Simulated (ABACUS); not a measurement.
## Zn in ABACUS: the effect of functional

Crystal: Zn.

```xyz
1
Lattice="-1.5690 1.5690 1.5690 1.5690 -1.5690 1.5690 1.5690 1.5690 -1.5690" Properties=species:S:1:pos:R:3 pbc="T T T"
Zn    0.0000    0.0000    0.0000
```

This isn't the form of Zn at room conditions, which is hcp.

Alike in all runs:

- Program: ABACUS 3.10.1
- Task: single point
- Potentials or basis: SG15 ONCV 1.2 PBE
- Cutoff: 1143 eV
- Density cutoff: 4572 eV
- Basis: plane waves
- k mesh: 12 × 12 × 12
- Occupations: fermi-dirac, width 0.05 eV
- Spin: no spin polarisation

| functional | pressure (GPa) |
| --- | --- |
| LDA | -10.3 |
| PBEsol | -5.6 |
| PW91 | ? |
| SOGGA | -6.9 |
| TPSS | -5.4 |
| r2SCAN | -5.7 |

Question: What does the run with functional PW91 give?

Answer: Pressure -0.5 GPa.

Caveats: the potentials were made for another functional, which shifts forces and pressure.

Runs at the PBE level aren't shown here.
